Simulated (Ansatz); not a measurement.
Crystal: Au, diamond type, 2 atoms in the cell.

All numbers below come from Ansatz, PBE, plane waves, PAW datasets (generated soft set 1).

Cutoff 420 eV; k-mesh 31×31×31 Γ-centred; Fermi–Dirac smearing of 0.0612 eV; no spin polarisation; no spin–orbit coupling.

The fit to the energies gives V₀ = 29.244 Å³/atom (a₀ = 6.162 Å), B₀ = 52.7 GPa, B₀′ = 5.87.

Q: What pressure does the program print at V = 31.021 Å³/atom, and how far above the lowest computed point (V = 29.265 Å³/atom) does the energy lie?

A: -2.62 GPa and 15.52 meV/atom. All points:

```json
{"V (Å³/atom)": "27.510", "a (Å)": "6.0375", "E − E(min) (meV/atom)": "19.49", "P (GPa)": "3.86"}
{"V (Å³/atom)": "28.095", "a (Å)": "6.0800", "E − E(min) (meV/atom)": "8.15", "P (GPa)": "2.38"}
{"V (Å³/atom)": "28.680", "a (Å)": "6.1220", "E − E(min) (meV/atom)": "1.87", "P (GPa)": "1.09"}
{"V (Å³/atom)": "29.265", "a (Å)": "6.1633", "E − E(min) (meV/atom)": "0.00", "P (GPa)": "-0.04"}
{"V (Å³/atom)": "29.851", "a (Å)": "6.2041", "E − E(min) (meV/atom)": "1.97", "P (GPa)": "-1.02"}
{"V (Å³/atom)": "30.436", "a (Å)": "6.2444", "E − E(min) (meV/atom)": "7.29", "P (GPa)": "-1.87"}
{"V (Å³/atom)": "31.021", "a (Å)": "6.2842", "E − E(min) (meV/atom)": "15.52", "P (GPa)": "-2.62"}
```

The published all-electron PBE values for this crystal (mean of FLEUR and WIEN2k, k-spacing 0.06 Å⁻¹; Bosoni et al., Nat. Rev. Phys. 6, 45 (2024)) are V₀ = 29.271 Å³/atom, B₀ = 52.7 GPa, B₀′ = 5.90.

The stress includes the program's correction for the finite plane-wave basis.

This cubic structure is a model: it isn't the usual form of the substance at ambient conditions, and such phases are metastable or hypothetical.
